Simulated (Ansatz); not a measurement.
The calculation used DFT, revPBE, plane waves (420 eV) with PAW, scalar-relativistic (Ansatz). The PAW files were generated under PBE, with cores re-solved for the functional.

An element in the diamond structure gives this curve. The cell is scaled uniformly from the relaxed one, with fractional coordinates and shape fixed. Energies are extrapolated to zero smearing, pressures are those at the given smearing. Magnetic state: antiferromagnetic.

```csv
V (Å³/atom),E − E₀ (meV/atom),P (GPa),sphere moment (μB)
15.967,42.4,7.24,1.87
16.693,17.0,4.14,2.10
17.419,3.9,1.80,2.30
18.145,0.0,0.01,2.48
18.871,3.4,-1.38,2.64
19.596,12.4,-2.46,2.79
20.322,25.7,-3.31,2.92
```

**Question.** Which element is it?
A. phosphorus
B. rhodium
C. ruthenium
D. manganese

**Answer.** D. Its fit is V₀ = 18.14 Å³/atom, B₀ = 40 GPa, B₀′ = 5.5.
